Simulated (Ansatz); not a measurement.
# Electrostatic potentials at the O nuclei in HfO₂ under strain

Cell: an entry of the Crystallography Open Database (COD), relaxed with PBE at fixed cell and then changed (z compressed by 3 %, ions relaxed).

```
Hf O
1.0
     5.11800    0.00000    0.00000
     0.00000    5.18570    0.00000
    -0.85866    0.00000    5.05745
Hf O
4 8
Cartesian
  1.2346 0.2085 1.0520
  3.4540 2.8014 1.4767
  3.0247 4.9772 4.0054
  0.8053 2.3843 3.5808
  1.8665 3.9378 2.4566
  2.8222 1.3449 0.0721
  2.3929 1.2479 2.6008
  1.4371 3.8408 4.9854
  0.1415 1.8632 1.6121
  4.5471 4.4560 0.9166
  4.1178 3.3225 3.4453
  -0.2878 0.7297 4.1409
```

Atoms are numbered from 1 in the order listed; like atoms form one site, named after its first atom.

All values are calculated (Ansatz; DFT, PBE, plane waves and PAW, scalar-relativistic, 420 eV cutoff, Γ-centred 6×6×6 k-points, Fermi–Dirac smearing 0.02 eV), not measured.

The potential at a nucleus is that of all electrons and the other nuclei. A higher potential binds the core electrons more strongly, so differences between sites of one element are the initial-state part of core-level shifts.

(1) Rank the O sites by the potential at the nucleus, lowest first, and give each against the lowest.
A. atom 9: 3 Hf at 2.04–2.14 Å
B. atom 5: 4 Hf at 2.12–2.20 Å

## Answers

(1) A (0.00 V), B (0.50 V).

At this changed cell the PBE pressure is 10 GPa.
